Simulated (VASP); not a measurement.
# ZnS in VASP: one cell, several levels of theory

What does VASP give for ZnS built on the zincblende prototype, under -4.0 % equal strain in all directions, the cell held fixed? Runs: PBE, r2SCAN. The results are then set beside those of Ansatz 0.2.0 for the same cell.

Code: VASP 6.6.1. PAW datasets, plane waves. (Simulation; spin polarisation is off.)

## Step 1: Starting point

The cell comes from an earlier relaxation with r2SCAN in another program.

It is cubic, F-43m (No. 216); conventional cell a = 5.173 Å, 17.30 Å³ an atom. Zn has 4 S at 2.24 Å; S has 4 Zn at 2.24 Å.

The structure in full:

```cif
data_structure
_symmetry_space_group_name_H-M 'F-43m'
_symmetry_Int_Tables_number 216
_cell_length_a 5.1726
_cell_length_b 5.1726
_cell_length_c 5.1726
_cell_angle_alpha 90.000
_cell_angle_beta 90.000
_cell_angle_gamma 90.000
_cell_volume 138.40
loop_
_atom_site_label
_atom_site_type_symbol
_atom_site_symmetry_multiplicity
_atom_site_Wyckoff_symbol
_atom_site_fract_x
_atom_site_fract_y
_atom_site_fract_z
_atom_site_occupancy
Zn1 Zn 4 a 0.00000 0.00000 0.00000 1
S1 S 4 d 0.25000 0.25000 0.75000 1
```

## Step 2: PBE

Contents of INCAR:

```
ENCUT = 520.000000
SIGMA = 0.020000
EDIFF = 1.00e-07
GGA = PE
PREC = Accurate
IBRION = -1
ISIF = 2
ISMEAR = -1
NBANDS = 16
NELM = 120
NSW = 0
LASPH = .TRUE.
LCHARG = .TRUE.
LELF = .TRUE.
LWAVE = .FALSE.
LREAL = .FALSE.
```

Contents of KPOINTS:

```
KPOINTS created by Atomic Simulation Environment
0
Gamma
8 8 8
0 0 0
```

Contents of KPOINTS_OPT:

```
special points
6
Reciprocal
0.0000000000 0.0000000000 0.0000000000 1
-0.5000000000 -0.5000000000 0.0000000000 1
-0.3750000000 -0.3750000000 0.2500000000 1
-0.3750000000 0.0000000000 0.3750000000 1
0.0000000000 0.0000000000 0.5000000000 1
-0.5000000000 -0.2500000000 0.2500000000 1
```

Contents of POSCAR:

```
Zn S
 1.0000000000000000
     0.0000000000000000    2.5863223992000002    2.5863223992000002
     2.5863223992000002    0.0000000000000000    2.5863223992000002
     2.5863223992000002    2.5863223992000002    0.0000000000000000
 Zn  S
   1   1
Cartesian
  0.0000000000000000  0.0000000000000000  0.0000000000000000
  1.2931611996000003  1.2931611996000003  1.2931611996000003
```

Potentials: the recommended PBE PAW datasets, 18 valence electrons in the neutral cell.

Launch:

```console
mpirun -np 1 vasp_std
```

Printed to the terminal (iteration lines stand in OSZICAR):

```text
POSCAR found type information on POSCAR ZnS
 POSCAR found :  2 types and       2 ions
 LDA part: xc-table for (Slater+PW92), standard interpolation
 POSCAR, INCAR and KPOINTS ok, starting setup
 FFT: planning ... GRIDC
 FFT: planning ... GRID_SOFT
 FFT: planning ... GRID
 WAVECAR not read
 entering main loop
 Start KPOINTS_OPT (optional k-point list driver)
k-point batch [1-6\6]
```

OSZICAR:

```text
N       E                     dE             d eps       ncg     rms          rms(c)
DAV:   1     0.904917813727E+02    0.90492E+02   -0.91177E+03   936   0.141E+03
DAV:   2    -0.121813685195E+01   -0.91710E+02   -0.85099E+02  1024   0.266E+02
DAV:   3    -0.700371004821E+01   -0.57856E+01   -0.57590E+01  1160   0.650E+01
DAV:   4    -0.706028841082E+01   -0.56578E-01   -0.56567E-01  1088   0.659E+00
DAV:   5    -0.706086767816E+01   -0.57927E-03   -0.57924E-03  1224   0.660E-01    0.887E+00
DAV:   6    -0.663945741535E+01    0.42141E+00   -0.76999E-01  1352   0.328E+01    0.675E+00
DAV:   7    -0.661252084530E+01    0.26937E-01   -0.30111E-01  1144   0.549E+00    0.329E+00
DAV:   8    -0.661154753213E+01    0.97331E-03   -0.73961E-03  1224   0.158E+00    0.862E-01
DAV:   9    -0.661151378103E+01    0.33751E-04   -0.17414E-03  1112   0.328E-01    0.775E-02
DAV:  10    -0.661159623649E+01   -0.82455E-04   -0.17137E-04  1176   0.995E-02    0.744E-02
DAV:  11    -0.661165192029E+01   -0.55684E-04   -0.70357E-05   984   0.595E-02    0.564E-02
DAV:  12    -0.661165101641E+01    0.90388E-06   -0.45038E-06  1280   0.222E-02    0.301E-03
DAV:  13    -0.661165123824E+01   -0.22183E-06   -0.66996E-07  1016   0.102E-02    0.160E-03
DAV:  14    -0.661165125549E+01   -0.17251E-07   -0.52526E-08   952   0.490E-03
   1 F= -.66116513E+01 E0= -.66116513E+01  d E =-.204340E-12
       N       E                     dE             ncg
DAV:   1     0.704769220068E+03   -0.34232E+04      192
DAV:   2     0.173682465954E+03   -0.53109E+03      216
DAV:   3     0.143064151118E+03   -0.30618E+02      248
DAV:   4     0.142792303899E+03   -0.27185E+00      232
DAV:   5     0.142789689593E+03   -0.26143E-02      248
DAV:   6     0.142789650622E+03   -0.38971E-04      224
DAV:   7     0.142789649932E+03   -0.69012E-06      248
DAV:   8     0.142789649920E+03   -0.11817E-07      200
```

The lines after F= are the extra pass for the points of KPOINTS_OPT, at fixed density; their E is not a total energy.

Parts of OUTCAR:

```text
k-points           NKPTS =     29   k-points in BZ     NKDIM =     29   number of bands    NBANDS=     16

   NELECT =      18.0000    total number of electrons

   dimension x,y,z NGX =    28 NGY =   28 NGZ =   28
   dimension x,y,z NGXF=    56 NGYF=   56 NGZF=   56

  energy-cutoff  :      520.00
  volume of cell :       34.60
      direct lattice vectors                 reciprocal lattice vectors
     0.000000000  2.586322399  2.586322399    -0.193324699  0.193324699  0.193324699
     2.586322399  0.000000000  2.586322399     0.193324699 -0.193324699  0.193324699
     2.586322399  2.586322399  0.000000000     0.193324699  0.193324699 -0.193324699

 k-points in reciprocal lattice and weights: KPOINTS created by Atomic Simulation Env
   0.00000000  0.00000000  0.00000000       0.002
   0.12500000  0.00000000  0.00000000       0.016
   0.25000000  0.00000000  0.00000000       0.016
   0.37500000  0.00000000  0.00000000       0.016
   0.50000000  0.00000000  0.00000000       0.008
   0.12500000  0.12500000  0.00000000       0.012
   0.25000000  0.12500000  0.00000000       0.047
   0.37500000  0.12500000  0.00000000       0.047
[... 21 more k-points ...]

 E-fermi :   3.9154

 k-point     1 :       0.0000    0.0000    0.0000
  band No.  band energies     occupation
      1     -10.7160      2.00000
      2      -3.5307      2.00000
      3      -3.5307      2.00000
      4      -3.5307      2.00000
      5      -2.8642      2.00000
      6      -2.8642      2.00000
      7       3.4337      2.00000
      8       3.4337      2.00000
      9       3.4337      2.00000
     10       6.1445      0.00000
     11       9.6965      0.00000
     12       9.6965      0.00000
     13       9.6965      0.00000
     14      15.3285      0.00000
     15      15.3285      0.00000
     16      16.0465      0.00000

 k-point     2 :       0.1250    0.0000    0.0000
  band No.  band energies     occupation
      1     -10.5707      2.00000
      2      -3.5423      2.00000
      3      -3.5034      2.00000
      4      -3.5034      2.00000
      5      -2.8669      2.00000
      6      -2.8669      2.00000
      7       2.2247      2.00000
      8       3.2470      2.00000
      9       3.2470      2.00000
     10       6.9303      0.00000
     11       9.7181      0.00000
     12       9.9974      0.00000
     13       9.9974      0.00000
     14      14.6767      0.00000
     15      14.6767      0.00000
     16      16.7481      0.00000

 k-point     3 :       0.2500    0.0000    0.0000
  band No.  band energies     occupation
      1     -10.1860      2.00000
      2      -3.5258      2.00000
      3      -3.4437      2.00000
      4      -3.4437      2.00000
      5      -2.8629      2.00000
      6      -2.8629      2.00000
      7       0.2725      2.00000
      8       2.8477      2.00000
      9       2.8477      2.00000
     10       7.2774      0.00000
     11      10.4104      0.00000
     12      10.4104      0.00000
     13      10.7146      0.00000
     14      14.4821      0.00000
     15      14.4821      0.00000
     16      16.0139      0.00000

 k-point     4 :       0.3750    0.0000    0.0000
  band No.  band energies     occupation
      1      -9.7377      2.00000
      2      -3.3973      2.00000
      3      -3.3973      2.00000
      4      -3.3324      2.00000
      5      -2.8388      2.00000
      6      -2.8388      2.00000
      7      -1.4735      2.00000
      8       2.4964      2.00000
      9       2.4964      2.00000
     10       7.0850      0.00000
     11      10.3528      0.00000
     12      10.3528      0.00000
     13      12.2006      0.00000
     14      15.7454      0.00000
     15      15.7454      0.00000
     16      15.7486      0.00000

 k-point     5 :       0.5000    0.0000    0.0000
  band No.  band energies     occupation
      1      -9.5264      2.00000
      2      -3.3831      2.00000
      3      -3.3831      2.00000
      4      -2.8474      2.00000
      5      -2.8216      2.00000
      6      -2.8216      2.00000
      7      -2.5629      2.00000
      8       2.3604      2.00000
      9       2.3604      2.00000
     10       6.9844      0.00000
     11      10.2440      0.00000
     12      10.2440      0.00000
     13      12.7561      0.00000
     14      16.2696      0.00000
     15      17.1600      0.00000
     16      17.1600      0.00000

 k-point     6 :       0.1250    0.1250    0.0000
  band No.  band energies     occupation
      1     -10.5222      2.00000
      2      -3.5704      2.00000
      3      -3.4811      2.00000
      4      -3.4811      2.00000
      5      -2.8886      2.00000
      6      -2.8486      2.00000
      7       2.3487      2.00000
      8       2.9135      2.00000
      9       2.9135      2.00000
     10       7.3381      0.00000
     11       8.9595      0.00000
     12      10.4556      0.00000
     13      10.4556      0.00000
     14      13.5124      0.00000
     15      15.5349      0.00000
     16      17.4400      0.00000

 k-point     7 :       0.2500    0.1250    0.0000
  band No.  band energies     occupation
      1     -10.2161      2.00000
      2      -3.5845      2.00000
      3      -3.4212      2.00000
      4      -3.4182      2.00000
      5      -2.9009      2.00000
      6      -2.8344      2.00000
      7       0.8584      2.00000
      8       2.4457      2.00000
      9       2.5668      2.00000
     10       7.9541      0.00000
     11       8.9851      0.00000
     12      10.8768      0.00000
     13      11.1033      0.00000
     14      13.2612      0.00000
     15      15.5170      0.00000
     16      17.6416      0.00000

 k-point     8 :       0.3750    0.1250    0.0000
  band No.  band energies     occupation
      1      -9.7813      2.00000
      2      -3.4929      2.00000
      3      -3.3619      2.00000
      4      -3.3416      2.00000
      5      -2.8681      2.00000
      6      -2.8176      2.00000
      7      -0.8766      2.00000
      8       2.0689      2.00000
      9       2.1170      2.00000
     10       7.8279      0.00000
     11       9.7357      0.00000
     12      11.1567      0.00000
     13      11.2213      0.00000
     14      14.7140      0.00000
     15      16.3932      0.00000
     16      16.9847      0.00000

[... the tables of k-points 9 to 29 left out ...]

  Total        3.2823029      3.2823029      3.2823029     -0.0000000      0.0000000     -0.0000000
  in kB      151.9886837    151.9886837    151.9886837     -0.0000000      0.0000000     -0.0000000
  external PRESSURE =     151.9886837 kB  Pullay stress =       0.0000000 kB

 POSITION                                       TOTAL-FORCE (eV/Angst)
 -----------------------------------------------------------------------------------
      0.00000      0.00000      0.00000        -0.000000      0.000000     -0.000000
      1.29316      1.29316      1.29316         0.000000     -0.000000      0.000000
 -----------------------------------------------------------------------------------
    total drift:                                0.000002      0.000002      0.000002

  FREE ENERGIE OF THE ION-ELECTRON SYSTEM (eV)
  ---------------------------------------------------
  free  energy   TOTEN  =        -6.6116512555 eV

  energy  without entropy=       -6.6116512555  energy(sigma->0) =       -6.61165126
```

Hardware: 1 MPI rank of Intel Xeon Platinum 8488C, shared host.

The levels at the points of KPOINTS_OPT are read from vasprun.xml.

Levels at the named points, in eV from the top of band v (v: the last filled band by count, c: the next):

```
point    v−1      v     c   c+1
    Γ   0.00   0.00  2.71  6.26
    X  -2.74  -2.74  3.08  3.99
    U  -3.78  -2.23  3.95  6.23
    K  -3.78  -2.23  3.95  6.23
    L  -1.07  -1.07  3.55  6.81
    W  -3.45  -3.25  5.64  6.61
```

Gap with PBE: 2.71 eV, direct (Γ). The pressure is 15.20 GPa; the forces vanish within 0.01 eV/Å.

Axes a, b and c in the maps are those of this run's conventional cell (a, b, c = 5.173, 5.173, 5.173 Å).

Density in a lattice plane of the grid's cell (edges 5.17 and 5.17 Å, at 0.000 of the third edge), which holds Zn.

Values in e/Å³, 12 rows by 12 columns:
```
 8.37  3.33  0.39  0.16  0.08  0.04  0.03  0.04  0.08  0.16  0.39  3.34
 0.63  0.39  0.26  0.20  0.13  0.08  0.06  0.08  0.13  0.20  0.26  0.39
 0.14  0.16  0.20  0.22  0.20  0.16  0.14  0.16  0.20  0.22  0.20  0.16
 0.06  0.08  0.13  0.20  0.26  0.39  0.63  0.39  0.26  0.20  0.13  0.08
 0.03  0.04  0.08  0.16  0.39  3.33  8.37  3.34  0.39  0.16  0.08  0.04
 0.02  0.03  0.06  0.14  0.63  8.37 19.58  8.37  0.63  0.14  0.06  0.03
 0.03  0.04  0.08  0.16  0.39  3.34  8.37  3.33  0.39  0.16  0.08  0.04
 0.06  0.08  0.13  0.20  0.26  0.39  0.63  0.39  0.26  0.20  0.13  0.08
 0.14  0.16  0.20  0.22  0.20  0.16  0.14  0.16  0.20  0.22  0.20  0.16
 0.63  0.39  0.26  0.20  0.13  0.08  0.06  0.08  0.13  0.20  0.26  0.39
 8.37  3.34  0.39  0.16  0.08  0.04  0.03  0.04  0.08  0.16  0.39  3.33
19.58  8.37  0.63  0.14  0.06  0.03  0.02  0.03  0.06  0.14  0.63  8.37
```
Columns run along the first of these edges and rows up along the second, over one cell in 12 and 12 even steps from the bottom left corner. Atoms in the plane (fractional): Zn at (0.00, 0.00), Zn at (0.50, 0.50).

ELF in the same plane.

Values, 12 rows by 12 columns:
```
0.03 0.11 0.21 0.24 0.15 0.05 0.02 0.05 0.15 0.24 0.21 0.11
0.19 0.21 0.32 0.47 0.37 0.15 0.06 0.15 0.37 0.47 0.32 0.21
0.15 0.24 0.47 0.59 0.47 0.24 0.15 0.24 0.47 0.59 0.47 0.24
0.06 0.15 0.37 0.47 0.32 0.21 0.19 0.21 0.32 0.47 0.37 0.15
0.02 0.05 0.15 0.24 0.21 0.11 0.03 0.11 0.21 0.24 0.15 0.05
0.01 0.02 0.06 0.15 0.19 0.03 0.06 0.03 0.19 0.15 0.06 0.02
0.02 0.05 0.15 0.24 0.21 0.11 0.03 0.11 0.21 0.24 0.15 0.05
0.06 0.15 0.37 0.47 0.32 0.21 0.19 0.21 0.32 0.47 0.37 0.15
0.15 0.24 0.47 0.59 0.47 0.24 0.15 0.24 0.47 0.59 0.47 0.24
0.19 0.21 0.32 0.47 0.37 0.15 0.06 0.15 0.37 0.47 0.32 0.21
0.03 0.11 0.21 0.24 0.15 0.05 0.02 0.05 0.15 0.24 0.21 0.11
0.06 0.03 0.19 0.15 0.06 0.02 0.01 0.02 0.06 0.15 0.19 0.03
```
Columns run along the first of these edges and rows up along the second, over one cell in 12 and 12 even steps from the bottom left corner. Atoms in the plane (fractional): Zn at (0.00, 0.00), Zn at (0.50, 0.50).

Both are smooth fields of the valence electrons: close to the nuclei they are not physical.

Maxima of ELF outside the ion cores: 0.89 on the S–Zn line, 0.8 Å from S.

(Part 1 of 2 ends here.)
